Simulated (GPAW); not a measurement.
Sb:

```
CELL_PARAMETERS angstrom
-1.87134 1.87134 1.87134
1.87134 -1.87134 1.87134
1.87134 1.87134 -1.87134
ATOMIC_POSITIONS crystal
Sb 0.00000 0.00000 0.00000
```

This isn't the form of Sb at room conditions, which is rhombohedral.

```yaml
Program: GPAW 26.7.0
Task: single point
Functional: PBE
Potentials_or_basis: GPAW PAW data sets (gpaw-data 1.2.1)
Cutoff: 600 eV
Basis: pw
k_mesh: 10 × 10 × 10
Occupations: fermi-dirac, width 0.05 eV
Spin: no spin polarisation
```

On this cell: pressure 2.8 GPa; band gap on the k mesh none (metal or under the smearing width).

The same run follows on a disturbed copy (cell strained at random at fixed volume):

```
CELL_PARAMETERS angstrom
-1.91168 1.89860 1.91097
1.86645 -1.92422 1.89137
1.82583 1.83838 -1.93660
ATOMIC_POSITIONS crystal
Sb 0.00668 0.00212 0.01774
```

Task: What does the disturbed cell give?

Result: The energy (extrapolated to zero smearing) moves by +2.5 meV/atom; pressure 2.6 GPa; band gap on the k mesh none (metal or under the smearing width).

Stress tensor (GPa, compression positive):
```
2.38 1.03 0.68
1.03 2.66 0.88
0.68 0.88 2.86
```
